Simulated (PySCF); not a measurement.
Molecule: SMILES C1COCCN1, C$_{4}$H$_{9}$NO.

Geometry:
```json
{"atom": "C1", "x (Å)": "-1.229", "y (Å)": "0.903", "z (Å)": "0.199"}
{"atom": "C2", "x (Å)": "-1.374", "y (Å)": "-0.476", "z (Å)": "-0.430"}
{"atom": "O3", "x (Å)": "-0.255", "y (Å)": "-0.790", "z (Å)": "-1.220"}
{"atom": "C4", "x (Å)": "0.940", "y (Å)": "-0.748", "z (Å)": "-0.483"}
{"atom": "C5", "x (Å)": "1.145", "y (Å)": "0.624", "z (Å)": "0.146"}
{"atom": "N6", "x (Å)": "0.009", "y (Å)": "1.046", "z (Å)": "0.946"}
{"atom": "H7", "x (Å)": "-2.087", "y (Å)": "1.123", "z (Å)": "0.855"}
{"atom": "H8", "x (Å)": "-1.234", "y (Å)": "1.659", "z (Å)": "-0.605"}
{"atom": "H9", "x (Å)": "-1.500", "y (Å)": "-1.237", "z (Å)": "0.372"}
{"atom": "H10", "x (Å)": "-2.258", "y (Å)": "-0.531", "z (Å)": "-1.085"}
{"atom": "H11", "x (Å)": "0.922", "y (Å)": "-1.523", "z (Å)": "0.316"}
{"atom": "H12", "x (Å)": "1.757", "y (Å)": "-1.001", "z (Å)": "-1.176"}
{"atom": "H13", "x (Å)": "1.290", "y (Å)": "1.362", "z (Å)": "-0.662"}
{"atom": "H14", "x (Å)": "2.059", "y (Å)": "0.636", "z (Å)": "0.762"}
{"atom": "H15", "x (Å)": "-0.039", "y (Å)": "0.485", "z (Å)": "1.796"}
```

Geometry PBE0-D3(BJ)/def2-SVP throughout; GIAO in PySCF 2.14.0 with density-fitted response routines, gas phase, one conformer, non-relativistic; equivalent atoms averaged; basis pcSseg-1.

(1) How do the shifts δ (against TMS, H2O, NH3 at the same level) depend on the functional? (ppm; last column core-seconds on 1 thread of an Intel Xeon Platinum 8488C, shared host)

(2) Which nucleus moves most, in ppm?

Results:

(1) 
```csv
functional,kind,C2/C4,C1/C5,O3,N6,H9/H10/H11/H12,H7/H8/H13/H14,H15,core-s
HF,Hartree–Fock,63.4,43.5,10.2,31.3,3.07,2.42,-0.19,5.6
LDA,LDA,75.9,51.7,67.6,59.3,3.51,2.77,0.02,15
PBE,GGA,73.8,51.1,65.6,56.7,3.43,2.69,0.03,18
BLYP,GGA,75.6,52.9,72.2,61.6,3.44,2.70,0.07,18
BP86,GGA,73.8,50.9,60.8,53.9,3.44,2.70,0.00,17
OPBE,GGA,69.2,47.8,54.4,48.5,3.36,2.64,0.07,18
```

(2) O3 (ether oxygen): from 10.2 ppm with HF to 72.2 ppm with BLYP. The smallest spread is 0.27 ppm, at H15. Proton shifts span only some 12 ppm, so a few tenths of a ppm matter as much there as several ppm in carbon.
